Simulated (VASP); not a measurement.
# Al2Pt (Fm-3m) in VASP: settings compared

The runs below take Al2Pt through relaxation of cell and atoms, with PBE, PBEsol, PBE+D3(BJ).

All numbers are computed with VASP 6.6.1; they aren't measurements. Logs are shortened: lines on timing, memory, paths and dates and some standing lists are left out, and cuts for length are marked.

## 1. The structure

Symmetry: Fm-3m, No. 225, cubic system. The conventional cell has a = 5.910 Å, b = 5.910 Å, c = 5.910 Å, α = 90.00°, β = 90.00°, γ = 90.00°. Al (site symmetry -43m) is surrounded by 4 Pt at 2.56 Å. Pt (site symmetry m-3m) has 8 Al at 2.56 Å as nearest neighbours.

## 2. Relaxation of cell and atoms, PBE

INCAR

```
PREC     = Accurate       # precision mode
ENCUT    = 600            # plane-wave cutoff, eV
EDIFF    = 1E-6           # SCF threshold, eV
ISMEAR   = 1              # smearing method
SIGMA    = 0.1            # smearing width, eV
LREAL    = False          # projectors in reciprocal space
LASPH    = True           # aspherical terms in the spheres
NELM     = 80             # most SCF steps
ALGO     = Normal         # electronic algorithm
ISIF     = 3              # what is computed and relaxed
LWAVE    = False          # write WAVECAR
LCHARG   = False          # write CHGCAR
GGA      = PE             # functional
IBRION   = 2              # ionic algorithm
NSW      = 90             # ionic steps
EDIFFG   = -0.01          # ionic threshold
```

KPOINTS

```
Automatic mesh
0
Gamma
  12 12 12
```

POSCAR

```
Al2Pt
1.0
    0.0000000000      2.9550000000      2.9550000000
    2.9550000000      0.0000000000      2.9550000000
    2.9550000000      2.9550000000      0.0000000000
Al Pt
2 1
Direct
    0.2500000000      0.2500000000      0.2500000000
    0.7500000000      0.7500000000      0.7500000000
    0.0000000000      0.0000000000      0.0000000000
```

Potentials or basis: VASP PAW PBE potentials, release 64 (Al, Pt).

The run is started by

```
> cat potpaw_PBE.64/Al/POTCAR potpaw_PBE.64/Pt/POTCAR > POTCAR
> mpirun -np 1 vasp_std > vasp.out
```

OUTCAR:

```text
PREC = Accurate
   ENCUT = 600
   EDIFF = 1E-6
   ISMEAR = 1
   LREAL = False
   LASPH = True
   NELM = 80
   ISIF = 3
   GGA = PE
   IBRION = 2
   NSW = 90
   EDIFFG = -0.01

 ion  position               nearest neighbor table
   1  0.250  0.250  0.250-   3 2.56   3 2.56   3 2.56   3 2.56   2 2.96   2 2.96   2 2.96   2 2.96
                             2 2.96   2 2.96
   2  0.750  0.750  0.750-   3 2.56   3 2.56   3 2.56   3 2.56   1 2.96   1 2.96   1 2.96   1 2.96
                             1 2.96   1 2.96
   3  0.000  0.000  0.000-   2 2.56   2 2.56   2 2.56   1 2.56   2 2.56   1 2.56   1 2.56   1 2.56

  LATTYP: Found a face centered cubic cell.
 ALAT       =     5.9100000000

  Lattice vectors:

 A1 = (   0.0000000000,   2.9550000000,   2.9550000000)
 A2 = (   2.9550000000,   0.0000000000,   2.9550000000)
 A3 = (   2.9550000000,   2.9550000000,   0.0000000000)

Analysis of symmetry for initial positions (statically):
=====================================================================
 Subroutine PRICEL returns:
 Original cell was already a primitive cell.

 Routine SETGRP: Setting up the symmetry group for a
 face centered cubic supercell.

 Subroutine GETGRP returns: Found 48 space group operations
 (whereof 48 operations were pure point group operations)
 out of a pool of 48 trial point group operations.

The static configuration has the point symmetry O_h .

Analysis of symmetry for dynamics (positions and initial velocities):
=====================================================================
 Subroutine PRICEL returns:
 Original cell was already a primitive cell.

 Routine SETGRP: Setting up the symmetry group for a
 face centered cubic supercell.

 Subroutine GETGRP returns: Found 48 space group operations
 (whereof 48 operations were pure point group operations)
 out of a pool of 48 trial point group operations.

The dynamic configuration has the point symmetry O_h .

 Subroutine INISYM returns: Found 48 space group operations
 (whereof 48 operations are pure point group operations),
 and found     1 'primitive' translations

----------------------------------------------------------------------------------------

                                     Primitive cell

  volume of cell :      51.6063

  direct lattice vectors                    reciprocal lattice vectors
     0.000000000  2.955000000  2.955000000    -0.169204738  0.169204738  0.169204738
     2.955000000  0.000000000  2.955000000     0.169204738 -0.169204738  0.169204738
     2.955000000  2.955000000  0.000000000     0.169204738  0.169204738 -0.169204738

  length of vectors
     4.179001077  4.179001077  4.179001077     0.293071203  0.293071203  0.293071203

  position of ions in fractional coordinates (direct lattice)
     0.250000000  0.250000000  0.250000000
     0.750000000  0.750000000  0.750000000
     0.000000000  0.000000000  0.000000000

  ion indices of the primitive-cell ions
   primitive index   ion index
                 1           1
                 2           2
                 3           3

----------------------------------------------------------------------------------------

 KPOINTS: Automatic mesh

Automatic generation of k-mesh.
 Grid dimensions read from file:
 generate k-points for:   12   12   12

 Generating k-lattice:

  Cartesian coordinates                     Fractional coordinates (reciprocal lattice)
    -0.014100395  0.014100395  0.014100395     0.083333333  0.000000000  0.000000000
     0.014100395 -0.014100395  0.014100395     0.000000000  0.083333333  0.000000000
     0.014100395  0.014100395 -0.014100395     0.000000000  0.000000000  0.083333333

  Length of vectors
     0.024422600  0.024422600  0.024422600

  Shift w.r.t. Gamma in fractional coordinates (k-lattice)
     0.000000000  0.000000000  0.000000000

 Subroutine IBZKPT returns following result:
 ===========================================

 Found     72 irreducible k-points:

 Following reciprocal coordinates:
            Coordinates               Weight
  0.000000  0.000000  0.000000      1.000000
  0.083333  0.000000  0.000000      8.000000
  0.166667  0.000000  0.000000      8.000000
  0.250000  0.000000  0.000000      8.000000
  0.333333  0.000000  0.000000      8.000000
  0.416667  0.000000  0.000000      8.000000
[... 16 lines left out ...]
  0.500000  0.166667  0.000000     24.000000
 -0.416667  0.166667  0.000000     24.000000
 [... further k-points ...]
   k-points           NKPTS =     72   k-points in BZ     NKDIM =     72   number of bands    NBANDS=     12
   number of dos      NEDOS =    301   number of ions     NIONS =      3
   total plane-waves  NPLWV =  46656
   dimension x,y,z NGX =    36 NGY =   36 NGZ =   36
   dimension x,y,z NGXF=    72 NGYF=   72 NGZF=   72
   ions per type =               2   1
   NGX,Y,Z   is equivalent  to a cutoff of  14.32, 14.32, 14.32 a.u.
   NGXF,Y,Z  is equivalent  to a cutoff of  28.64, 28.64, 28.64 a.u.
 SYSTEM =  unknown system
   PREC   = accura    normal or accurate (medium, high low for compatibility)
   ISTART =      0    job   : 0-new  1-cont  2-samecut
   ICHARG =      2    charge: 1-file 2-atom 10-const
   ISPIN  =      1    spin polarized calculation?
   LNONCOLLINEAR =      F non collinear calculations
   LSORBIT =      F    spin-orbit coupling
   LASPH  =      T    aspherical Exc in radial PAW
   ENCUT  =  600.0 eV  44.10 Ry    6.64 a.u.   8.35  8.35  8.35*2*pi/ulx,y,z
   NELM   =     80;   NELMIN=  2; NELMDL= -5     # of ELM steps
   EDIFF  = 0.1E-05   stopping-criterion for ELM
   LREAL  =      F    real-space projection
   EDIFFG = -.1E-01   stopping-criterion for IOM
   NSW    =     90    number of steps for IOM
   IBRION =      2    ionic relax: 0-MD 1-quasi-New 2-CG
   NFREE  =      1    steps in history (QN), initial steepest desc. (CG)
   ISIF   =      3    stress and relaxation
   ISYM   =      2    0-nonsym 1-usesym 2-fastsym
   POTIM  = 0.5000    time-step for ionic-motion
   TEBEG  =    0.0;   TEEND  =   0.0 temperature during run
   PSTRESS=    0.0 pullay stress
   NELECT =      16.0000    total number of electrons
   NUPDOWN=      -1.0000    fix difference up-down
   EMIN   =  10.00;   EMAX   =-10.00  energy-range for DOS
   EFERMI =   0.00;   METHOD = LEGACY
   ISMEAR =     1;   SIGMA  =   0.10  broadening in eV -4-tet -1-fermi 0-gaus
   EFERMI_NEDOS =   21; number of points for ismear=-14 and -15
   IALGO  =     38    algorithm
   IMIX   =      4    mixing-type and parameters
     AMIX     =   0.40;   BMIX     =  1.00
     AMIX_MAG =   1.60;   BMIX_MAG =  1.00
  volume/ion in A,a.u.               =      17.20       116.09
  Fermi-wavevector in a.u.,A,eV,Ry     =   1.108019  2.093853 16.703966  1.227707
  Thomas-Fermi vector in A             =   2.244541
   LORBIT       =      0    0 simple, 1 ext, 2 COOP (PROOUT), +10 PAW based schemes
   GGA     = PE    functional components
   LHFCALC =     F    Hartree Fock is set to
   AEXX    =    0.0000 exact exchange contribution
   IVDW    =     0    specifies the selected vdW correction
   LEPSILON=     F    determine dielectric tensor
   LRPA    =     F    only Hartree local field effects (RPA)
 conjugate gradient relaxation of ions
 non-spin polarized calculation
 Methfessel and Paxton  Order N= 1 SIGMA  =   0.10
  energy-cutoff  :      600.00
  volume of cell :       51.61
 maximum number of plane-waves:      1759
 NGX is ok and might be reduce to    36
   NGX = 17   NGY = 17   NGZ = 17

--------------------------------------- Ionic step        1  -------------------------------------------

 number of electron      16.0000001 magnetization

 Free energy of the ion-electron system (eV)
  ---------------------------------------------------
  ext. energy  EPLUGINS =         0.00000000
  ---------------------------------------------------
  free energy    TOTEN  =       -16.24644539 eV

  energy without entropy =      -16.24664400  energy(sigma->0) =      -16.24651159

------------------------ aborting loop because EDIFF is reached ----------------------------------------

  FORCE on cell =-STRESS in cart. coord.  units (eV):
  Direction    XX          YY          ZZ          XY          YZ          ZX
  --------------------------------------------------------------------------------------
  -------------------------------------------------------------------------------------
  Total        0.7484074      0.7484074      0.7484074     -0.0000000     -0.0000000      0.0000000
  in kB       23.2351895     23.2351895     23.2351895     -0.0000000     -0.0000000      0.0000000
  external PRESSURE =      23.2351895 kB  Pullay stress =       0.0000000 kB
[... 59 lines left out ...]
  energy  without entropy=      -16.2453912736  energy(sigma->0) =      -16.24539385

--------------------------------------- Ionic step        3  -------------------------------------------

 number of electron      16.0000001 magnetization

 Free energy of the ion-electron system (eV)
  ---------------------------------------------------
  ext. energy  EPLUGINS =         0.00000000
  ---------------------------------------------------
  free energy    TOTEN  =       -16.25279220 eV

  energy without entropy =      -16.25290033  energy(sigma->0) =      -16.25282824

 E-fermi :   7.7388     XC(G=0): -10.6259

 val. band max:        7.7302778793   @ k =   0.3333   0.2500   0.0000
 cond. band min:       7.7574120675   @ k =  -0.4167   0.2500   0.0000
 fundamental gap:      0.0271341882
 Fermi energy:         7.7388373944

 k-point     1 :       0.0000    0.0000    0.0000
  band No.  band energies     occupation
      1      -2.4088      2.00000
      2       2.7343      2.00000
      3       2.7343      2.00000
      4       2.7343      2.00000
      5       4.0709      2.00000
      6       4.0709      2.00000
      7      10.5256      0.00000
      8      11.5084      0.00000
      9      11.5084      0.00000
     10      11.5084      0.00000
     11      13.0113      0.00000
     12      13.0113      0.00000
[... 331 lines left out ...]
 k-point    24 :      -0.4167    0.1667    0.0000
  band No.  band energies     occupation
      1       0.2043      2.00000
      2       1.7103      2.00000
      3       2.9506      2.00000
      4       3.2562      2.00000
      5       3.8266      2.00000
      6       4.1622      2.00000
      7       4.5273      2.00000
      8       7.2112      2.00000
      9       8.3538     -0.00000
     10      11.1661      0.00000
     11      13.2699      0.00000
     12      13.6013      0.00000

 [... further k-points ...]

------------------------ aborting loop because EDIFF is reached ----------------------------------------

  FORCE on cell =-STRESS in cart. coord.  units (eV):
  Direction    XX          YY          ZZ          XY          YZ          ZX
  --------------------------------------------------------------------------------------
  -------------------------------------------------------------------------------------
  Total        0.0037045      0.0037045      0.0037045     -0.0000000     -0.0000000      0.0000000
  in kB        0.1130526      0.1130526      0.1130526     -0.0000000     -0.0000000      0.0000000
  external PRESSURE =       0.1130526 kB  Pullay stress =       0.0000000 kB
[... 18 lines left out ...]
  FREE ENERGIE OF THE ION-ELECTRON SYSTEM (eV)
  ---------------------------------------------------
  free  energy   TOTEN  =       -16.2527921984 eV

  energy  without entropy=      -16.2529003273  energy(sigma->0) =      -16.25282824

 reached required accuracy - stopping structural energy minimisation
```

Run time: 68 s. Hardware: 1 thread of Intel Xeon Platinum 8488C (Sapphire Rapids), shared host; peak memory 0.25 GiB.

Results:

```yaml
Free_energy: -16.2528 eV
Relaxed_volume: 17.50 Å³/atom
Relaxed_cell: a = 4.203 Å, b = 4.203 Å, c = 4.203 Å, α = 60.00°, β = 60.00°, γ = 60.00°
Space_group_after_relaxing_to_0.05_Å: Fm-3m (No. 225)
Energy_gained_by_relaxing: 2.1 meV/atom
Ionic_steps: 3
Pressure_after_relaxing: 0.0 GPa
Band_gap_on_the_k_mesh: none (metal or under the smearing width)
```

The path:
```csv
step,energy change (eV),largest force (eV/Å),pressure (GPa),volume (Å³)
1,0.0000,0.0000,2.32,51.61
2,0.0011,0.0000,-2.34,53.49
3,-0.0063,0.0000,0.01,52.50
```

Final structure:
```cif
data_structure
_symmetry_space_group_name_H-M 'P 1'
_symmetry_Int_Tables_number 1
_cell_length_a 4.2030
_cell_length_b 4.2030
_cell_length_c 4.2030
_cell_angle_alpha 60.000
_cell_angle_beta 60.000
_cell_angle_gamma 60.000
_cell_volume 52.50
loop_
_atom_site_label
_atom_site_type_symbol
_atom_site_fract_x
_atom_site_fract_y
_atom_site_fract_z
_atom_site_occupancy
Al1 Al 0.25000 0.25000 0.25000 1
Al2 Al 0.75000 0.75000 0.75000 1
Pt1 Pt 0.00000 0.00000 0.00000 1
```

Levels at points of the mesh, in eV from the Fermi level:
| k point | band 4 | band 5 | band 6 | band 7 | band 8 | band 9 | band 10 | band 11 | band 12 |
| --- | --- | --- | --- | --- | --- | --- | --- | --- | --- |
| (0.00, 0.00, 0.00) | -5.00 | -3.67 | -3.67 | 2.79 | 3.77 | 3.77 | 3.77 | 5.27 | 5.27 |
| (0.50, 0.00, 0.00) | -4.69 | -3.69 | -3.45 | -3.45 | 0.98 | 0.98 | 3.70 | 5.04 | 5.04 |
| (0.50, 0.50, 0.00) | -3.76 | -3.76 | -3.40 | -3.19 | -1.61 | -1.61 | 2.98 | 3.32 | 8.02 |

Spin-orbit coupling is left out, which matters for the levels of Pt. PBE usually gives volumes a little too large and moduli too small.

## 3. Relaxation of cell and atoms, PBE

This run uses another cell than the first one, of 17.50 Å³/atom, 1.017 times its volume.

INCAR: that of step 2 with these lines changed.

```diff
@@ -2,3 +2,3 @@
 ENCUT    = 600            # plane-wave cutoff, eV
-EDIFF    = 1E-6           # SCF threshold, eV
+EDIFF    = 1E-7           # SCF threshold, eV
 ISMEAR   = 1              # smearing method
@@ -15,2 +15,2 @@
 NSW      = 90             # ionic steps
-EDIFFG   = -0.01          # ionic threshold
+EDIFFG   = -0.005         # ionic threshold
```

KPOINTS is that of step 2.

POSCAR

```
Al2Pt                                   
1.0
   -0.0000000000      2.9719615527      2.9719615527
    2.9719615527     -0.0000000000      2.9719615527
    2.9719615527      2.9719615527     -0.0000000000
  Al              Pt            
     2     1
Direct
     0.2500000000000000    0.2500000000000000    0.2500000000000000
     0.7500000000000000    0.7500000000000000    0.7500000000000000
     0.0000000000000000    0.0000000000000000    0.0000000000000000
```

Potentials or basis: VASP PAW PBE potentials, release 64 (Al, Pt).

The run is started by

```
> cat potpaw_PBE.64/Al/POTCAR potpaw_PBE.64/Pt/POTCAR > POTCAR
> mpirun -np 1 vasp_std > vasp.out
```

Wall time 29 s (1 thread of Intel Xeon Platinum 8488C (Sapphire Rapids), shared host); peak memory 0.24 GiB.

It converged, with:

- Free energy: -16.2529 eV
- Pressure after relaxing: 0.0 GPa
- Band gap on the k mesh: none (metal or under the smearing width)

Final structure:
```
Al Pt
1.0
     0.00000    2.97196    2.97196
     2.97196    0.00000    2.97196
     2.97196    2.97196    0.00000
Al Pt
2 1
Direct
  0.25000 0.25000 0.25000
  0.75000 0.75000 0.75000
  0.00000 0.00000 0.00000
```

Levels at points of the mesh, in eV from the Fermi level:
| k point | band 5 | band 6 | band 7 | band 8 | band 9 | band 10 | band 11 | band 12 |
| --- | --- | --- | --- | --- | --- | --- | --- | --- |
| (0.00, 0.00, 0.00) | -3.67 | -3.67 | 2.79 | 3.77 | 3.77 | 3.77 | 5.27 | 5.27 |
| (0.50, 0.00, 0.00) | -3.69 | -3.45 | -3.45 | 0.98 | 0.98 | 3.70 | 5.04 | 5.04 |
| (0.50, 0.50, 0.00) | -3.76 | -3.40 | -3.19 | -1.61 | -1.61 | 2.98 | 3.32 | 8.02 |

Caveat: the relaxation stopped at its first step, so nothing moved. Spin-orbit coupling is left out, which matters for the levels of Pt.

## 4. Relaxation of cell and atoms, PBEsol

INCAR

```
PREC = Accurate ; ENCUT = 600
EDIFF = 1E-6 ; ISMEAR = 1
SIGMA = 0.1 ; LREAL = False
LASPH = True ; NELM = 80
ALGO = Normal ; ISIF = 3
LWAVE = False ; LCHARG = False
GGA = PS ; IBRION = 2
NSW = 90 ; EDIFFG = -0.01
```

KPOINTS is that of step 3.

POSCAR

```
Al2Pt
1.0
    0.0000000000      2.9550000000      2.9550000000
    2.9550000000      0.0000000000      2.9550000000
    2.9550000000      2.9550000000      0.0000000000
Al Pt
2 1
Direct
    0.2500000000      0.2500000000      0.2500000000
    0.7500000000      0.7500000000      0.7500000000
    0.0000000000      0.0000000000      0.0000000000
```

The run is started by

```
> cat potpaw_PBE.64/Al/POTCAR potpaw_PBE.64/Pt/POTCAR > POTCAR
> mpirun -np 1 vasp_std > vasp.out
```

Run time: 60 s. Hardware: 1 thread of Intel Xeon 6975P-C (Granite Rapids), shared host; peak memory 0.24 GiB.

The run converged. Its results:

```yaml
Free_energy: -17.7636 eV
Relaxed_volume: 17.08 Å³/atom
Relaxed_cell: a = 4.169 Å, b = 4.169 Å, c = 4.169 Å, α = 60.00°, β = 60.00°, γ = 60.00°
Space_group_after_relaxing_to_0.05_Å: Fm-3m (No. 225)
Energy_gained_by_relaxing: 0.4 meV/atom
Ionic_steps: 3
Pressure_after_relaxing: 0.0 GPa
Band_gap_on_the_k_mesh: none (metal or under the smearing width)
```

The path:
```csv
step,energy change (eV),largest force (eV/Å),pressure (GPa),volume (Å³)
1,0.0000,0.0000,-0.95,51.61
2,0.0002,0.0000,1.10,50.85
3,-0.0011,0.0000,0.01,51.23
```

Final structure:
```
CELL_PARAMETERS angstrom
0.00000 2.94786 2.94786
2.94786 0.00000 2.94786
2.94786 2.94786 0.00000
ATOMIC_POSITIONS crystal
Al 0.25000 0.25000 0.25000
Al 0.75000 0.75000 0.75000
Pt 0.00000 0.00000 0.00000
```

Levels at points of the mesh, in eV from the Fermi level:
```
           k point  band 5  band 6  band 7  band 8  band 9  band 10  band 11  band 12
(0.00, 0.00, 0.00)   -3.76   -3.76    3.01    3.77    3.77     3.77     5.43     5.43
(0.50, 0.00, 0.00)   -3.78   -3.54   -3.54    0.99    0.99     3.72     5.15     5.15
(0.50, 0.50, 0.00)   -3.85   -3.49   -3.26   -1.65   -1.65     3.18     3.30     8.05
```

Caveat: the PAW data sets were made with another functional, which shifts forces and pressure a little.

(Continued in part 2 of 2.)
